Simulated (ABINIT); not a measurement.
Runs of ABINIT 10.8.3 (patched build) on Li. The structure is cubic, space group Im-3m (No. 229). Conventional cell: a = 3.509 Å, b = 3.509 Å, c = 3.509 Å, α = 90.00°, β = 90.00°, γ = 90.00°. Li (site symmetry m-3m) is surrounded by 8 Li at 3.04 Å. 

```csv
task,level,potentials or basis,k mesh,cutoff (eV),fine-grid cutoff,gap on the mesh (eV),pressure (GPa),V0 of scaled cells (Å³/atom),B0 (GPa)
band structure,LDA,JTH PAW LDA v2.0,11 × 11 × 11,408,816.342 eV,none,-1.6,-,-
band structure,rPW86PBE,JTH PAW PBE v2.0,11 × 11 × 11,408,816.342 eV,none,-1.0,-,-
band structure,LDA,PseudoDojo NC SR LDA v0.4 stringent,11 × 11 × 11,1306,-,none,-1.6,-,-
band structure,r2SCAN,JTH PAW LDA v2.0,11 × 11 × 11,490,979.61 eV,none,-,-,-
single point,r2SCAN,JTH PAW PBE v2.0,14 × 14 × 14,490,979.61 eV,none,-,-,-
band structure,PBEsol,JTH PAW PBE v2.0,11 × 11 × 11,408,816.342 eV,none,-0.8,-,-
equation of state,HCTH407,JTH PAW PBE v2.0,11 × 11 × 11,408,816.342 eV,-,-,20.81,(a)
band structure,TB-mBJ,JTH PAW LDA v2.0,11 × 11 × 11,490,979.61 eV,none,-,-,-
band structure,WC,JTH PAW PBE v2.0,11 × 11 × 11,408,816.342 eV,none,-0.7,-,-
band structure,SCAN,JTH PAW PBE v2.0,11 × 11 × 11,490,979.61 eV,none,-,-,-
single point,LDA,JTH PAW LDA v2.0,9 × 9 × 9,408,816.342 eV,none,-1.5,-,-
equation of state,BP86,JTH PAW PBE v2.0,11 × 11 × 11,408,816.342 eV,-,-,20.62,(b)
```

Alike in all rows: no spin polarisation; cell as given; smearing fermi-dirac 0.05 eV.

Task: Fill in the values left out.

Result: (a) 14; (b) 13.

Caveats: the PAW data sets were made with another functional, which shifts forces and pressure a little (some runs); pressures at fixed basis lie under the slope of the energies (some runs); the constant c of TB-mBJ comes from the pseudo density here, which moves gaps by up to 0.3 eV between sets of potentials (some runs).

A k mesh can miss the band edges.

A gap of «none» marks a metal or a gap under the smearing width.

Not every run made on this cell is shown here.
